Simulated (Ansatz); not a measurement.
GeO2:
```cif
data_Ge3O6
_chemical_formula_sum 'Ge3 O6'
_space_group_name_H-M_alt 'P3221'
_space_group_IT_number 154
_space_group_name_Hall 'P 32 2"'
_cell_length_a 5.09118
_cell_length_b 5.09118
_cell_length_c 5.76870
_cell_angle_alpha 90.000
_cell_angle_beta 90.000
_cell_angle_gamma 120.000
loop_
_atom_site_label
_atom_site_type_symbol
_atom_site_symmetry_multiplicity
_atom_site_Wyckoff_symbol
_atom_site_fract_x
_atom_site_fract_y
_atom_site_fract_z
_atom_site_occupancy
Ge1 Ge 3 a 0.54445 0.54445 0.00000 1
O1 O 6 c 0.29832 0.39729 0.24193 1
```

Relaxed with PBE.

**Question.** Which orbitals make up the states near the band edges in DFT-PBE in the program Ansatz with PAW potentials?

**Answer.** Top 1 eV of the valence band: O 2p 97 %. Bottom 1 eV of the conduction band: Ge 4s 49 %, O 2p 26 %, O 2s 17 %, Ge 4p 6 %. Projections are on Löwdin-orthogonalised atomic valence shells; empty p or d shells of many metals are not among them.

**Question.** Tabulate the density of states.

**Answer.** States/eV per cell of 9 atoms, in 0.25 eV bins, energy from the valence-band maximum.

```tsv
E (eV)	total	O 2p	Ge 4p	Ge 4s
-7.85	1.58	0.88	0.06	0.54
-7.60	0.41	0.23	0.02	0.13
-7.35	0.60	0.34	0.03	0.18
-7.10	1.50	0.86	0.09	0.42
-6.85	3.72	2.15	0.26	0.98
-6.60	1.19	0.70	0.09	0.29
-6.35	0.51	0.31	0.05	0.12
-6.10	0.40	0.24	0.04	0.08
-5.85	2.46	1.52	0.28	0.45
-5.60	2.45	1.53	0.30	0.42
-5.35	1.37	0.87	0.19	0.21
-5.10	0.83	0.54	0.14	0.10
-4.85	0.54	0.37	0.11	0.04
-4.60	0.38	0.27	0.09	0.01
-4.35	9.83	7.20	2.40	0.04
-4.10	6.12	4.54	1.41	0.03
-3.85	5.58	4.20	1.21	0.03
-3.60	2.11	1.63	0.43	0.01
-3.35	0.16	0.12	0.03	0.00
-3.10	0.00	0.00	0.00	0.00
-2.85	0.00	0.00	0.00	0.00
-2.60	2.80	2.19	0.40	0.02
-2.35	9.03	7.09	1.12	0.14
-2.10	4.89	3.92	0.45	0.11
-1.85	7.02	6.12	0.52	0.03
-1.60	7.95	6.99	0.48	0.06
-1.35	7.45	6.74	0.29	0.06
-1.10	7.40	6.84	0.27	0.02
-0.85	10.68	10.07	0.26	0.02
-0.60	13.00	12.56	0.18	0.02
-0.35	13.84	13.48	0.14	0.01
-0.10	11.92	11.72	0.06	0.01
0.15	0.00	0.00	0.00	0.00
0.40	0.00	0.00	0.00	0.00
0.65	0.00	0.00	0.00	0.00
0.90	0.00	0.00	0.00	0.00
1.15	0.00	0.00	0.00	0.00
1.40	0.00	0.00	0.00	0.00
1.65	0.00	0.00	0.00	0.00
1.90	0.00	0.00	0.00	0.00
2.15	0.00	0.00	0.00	0.00
2.40	0.00	0.00	0.00	0.00
2.65	0.00	0.00	0.00	0.00
2.90	0.00	0.00	0.00	0.00
3.15	0.00	0.00	0.00	0.00
3.40	0.08	0.02	0.00	0.04
3.65	0.20	0.05	0.01	0.10
3.90	0.32	0.08	0.02	0.15
4.15	0.45	0.12	0.03	0.21
4.40	0.63	0.18	0.05	0.29
4.65	0.93	0.26	0.09	0.42
4.90	1.54	0.43	0.16	0.70
5.15	3.46	0.96	0.36	1.60
5.40	0.50	0.14	0.06	0.22
5.65	0.48	0.14	0.07	0.20
5.90	0.97	0.28	0.15	0.40
6.15	3.77	1.04	0.65	1.53
6.40	1.76	0.48	0.32	0.70
6.65	0.58	0.16	0.12	0.22
6.90	2.03	0.49	0.56	0.67
7.15	2.11	0.53	0.58	0.70
7.40	1.70	0.45	0.46	0.56
7.65	1.10	0.28	0.33	0.35
7.90	0.75	0.17	0.27	0.20
```

Space group P3_221. Symmetry was held in the PBE relaxation. Spin–orbit coupling is left out wherever it is not named.

Potentials: the later of the program's two PAW sets.
